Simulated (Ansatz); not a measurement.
Structure from Materials Project entry mp-726265 (possibly hypothetical), not relaxed further. The listed cell was then made from it by scaling, straining or moving an atom.

AgCl: DFT, PBEsol, PAW with Ansatz's default frozen-core files, scalar-relativistic (Ansatz 0.2.0). What sets it apart from a plain run of this crystal: equal xx and yy strain of +1 %.

Command: `ansatz run input.yaml --threads 1 --pin off --max-ram 3072MiB --backend cpu --events-out ev --progress --plain --runs-dir out` The run took 2.2 s on 1 thread of Intel(R) Xeon(R) 6975P-C (Granite Rapids) (shared host), peak memory 0.4 GiB.

```yaml
crystal:
  lattice:
    - [3.46831273, 0.0, 0.0]
    - [0.0, 3.46831273, 0.0]
    - [0.0, 0.0, 3.433973]
  atoms:
    - { symbol: Ag, position: [0.0, 0.0, 0.0] }
    - { symbol: Cl, position: [0.5, 0.5, 0.5] }
kpoints:
  mp_grid: { grid: [9, 9, 9] }
scf:
  occupations: { method: fermi_dirac, width: 0.01 }
hamiltonian:
  xc: pbesol
  pseudopotentials: { kind: paw }
output:
  forces: true
  stress: true
  eigenvalues: true
  efg: { contact_densities: true }
```

Output (standing set-up lines are left out):

```
Crystal: 2 atoms, lattice volume = 41.308 Å³
Basis set: ecut = 420 eV, 799 PW (Γ), exchange–correlation on 48×48×48 points (8 copies of the dense FFT grid, shifted against one another)
Symmetry: 16 space group operations
Space group: P4/mmm (ITA 123), of the structure as read, at distance tolerance 3.5e-5 Å
k-points: 75 of 729
SCF iter   1: F=—  HF=-8583.491436 eV  |F-HF|=—  |Δ(HF+E_count)|=         —  Δρ=7.00e-3  dr2=2.44e-2  ethr=1.77e-3  ⟨swp⟩=5.1  Hψ=6100  notcnv=0
preconditioner: auto → none  [insulator: Δε(μ)=0.327 eV  Ē_g=10.805 eV  σ=0.010 eV  W_gap=1.00  n_scr=6 (ndim 8)  ℏωp=24.5 eV  f_vac=0.000  D(μ)=0.00/eV (n_scr^D=0)  ε∞_Penn≈6.1]
SCF iter   2: F=—  HF=-8583.484086 eV  |F-HF|=—  |Δ(HF+E_count)|=   7.35e-3  Δρ=1.79e-3  dr2=5.69e-4  ethr=9.38e-5  ⟨swp⟩=2.0  Hψ=2749  notcnv=0
SCF iter   3: F=—  HF=-8583.483941 eV  |F-HF|=—  |Δ(HF+E_count)|=   1.46e-4  Δρ=7.50e-4  dr2=9.40e-5  ethr=2.19e-6  ⟨swp⟩=2.1  Hψ=2201  notcnv=0
SCF iter   4: F=—  HF=-8583.483949 eV  |F-HF|=—  |Δ(HF+E_count)|=   7.98e-6  Δρ=1.51e-4  dr2=7.90e-6  ethr=3.62e-7  ⟨swp⟩=2.0  Hψ=1919  notcnv=0
iter 5 did not close the SCF: its close was put off for the readings that it lacked (scf_convergence_deferred on its scf_iter line)
SCF iter   5: F=-8583.483947 eV  HF=-8583.483947 eV  |F-HF|=4.79e-8  |Δ(HF+E_count)|=   2.04e-6  Δρ=2.13e-5  dr2=7.58e-8  ethr=3.04e-8  ⟨swp⟩=2.3  Hψ=1871  notcnv=0
SCF iter   6: F=-8583.483947 eV  HF=-8583.483947 eV  |F-HF|=3.20e-9  |Δ(HF+E_count)|=   6.52e-8  Δρ=5.00e-6  dr2=4.16e-9  ethr=2.92e-10  ⟨swp⟩=2.1  Hψ=4403  notcnv=0
SCF 1 converged in 6 iterations: F = -8583.483947 eV  dr2 = 4.16e-9
  greatest PAW one-centre occupation: 1.001 electrons in one spin orbital (limit 2), on the Ag atom at site 0 (counted from 0), in its partial waves of l = 0
SCF converged after 6 iterations
Free energy (F): -8583.483947 eV
Harris-Foulkes:  -8583.483947 eV  (|F-HF|=3.20e-9)
Internal energy: -8583.483947 eV  (E = F + TS)
E sigma→0 (E₀):  -8583.483947 eV
Fermi energy:    8.177111 eV
--- Per-component energies (eV) ---
  E_band       = -351.771360
  E_kinetic    = 686.650436
  E_local      = -3117.037353  (includes V_loc(G=0)·N_el)
  E_nonlocal   = 115.892596
  E_hartree    = 1363.935907
  E_xc         = -286.380386
  E_vxc        = -351.353419  (∫ρ·V_xc dr)
  E_paw        = -4479.805599  (= ΣΔE_a)
  E_vpaw       = -413.798632  (= ΣTr[D̂ρ^β])
  E_aug_tail   = 0.000395  (compensation charges beyond the density's cutoff)
  E_ewald      = -2867.141115
  E_core_change = 0.401171  (= ΣΔE_core)
  E_smearing   = -0.000000  (= −TS)
  E_closure    = -0.000000  (closes the sum)
  Σ components = -8583.483947   (vs F -8583.483947, Δ=0.00e0)
--- Forces (eV/Å), atoms counted from 1 ---
  atom   1  Ag    -0.00000000    -0.00000000     0.00000000
  atom   2  Cl     0.00000000    -0.00000000     0.00000000
  max |Σ_I F_I| component: 5.92e-31 eV/Å
--- Stress (GPa, compression-positive) ---
       -5.454164       0.000000       0.000000
        0.000000      -5.454164       0.000000
        0.000000       0.000000      -5.003288
  P = ⅓ Tr σ = -5.3039 GPa (-53.039 kbar)
--- PAW observables at the nuclei: V_zz in 10²¹ V/m², potentials from the cell's mean, atoms counted from 1 ---
  atom   1  Ag V_zz =    +0.123529   η = 0.0000   by run symmetry: allowed
            electrostatic potential = -7475.501137 V   contact ρ = 946921.234089 e/Å³
  atom   2  Cl V_zz =    -0.465610   η = 0.0000   by run symmetry: allowed
            electrostatic potential = -1778.246627 V   contact ρ = 24021.511089 e/Å³
--- Band table (eV; the first three rows and the last of 75) ---
  k-point 0: bands = ["-81.5006", "-45.0508", "-45.0476", "-45.0476", "-6.4793", "5.2911", "5.3084", "6.2101", "6.2212", "6.2212", "6.4826", "6.4826", "6.5753", "8.3804", "17.1433", "17.2069", "21.2750"]
  k-point 1: bands = ["-81.5006", "-45.0520", "-45.0476", "-45.0476", "-6.4294", "5.1603", "5.3253", "5.9037", "5.9037", "6.1370", "6.2161", "6.8431", "6.8431", "9.0113", "17.1465", "17.2440", "20.5683"]
  k-point 2: bands = ["-81.5005", "-45.0548", "-45.0473", "-45.0473", "-6.2979", "4.4177", "5.3686", "5.5588", "5.5588", "6.0804", "6.2313", "7.3039", "7.3039", "10.0353", "16.7177", "17.1552", "19.3676"]
  k-point 74: bands = ["-81.4997", "-45.0589", "-45.0544", "-45.0544", "-5.4192", "3.8065", "3.8100", "3.8839", "6.4696", "6.4830", "7.5155", "7.7261", "7.7381", "12.2760", "12.8629", "12.8797", "15.3770"]
```
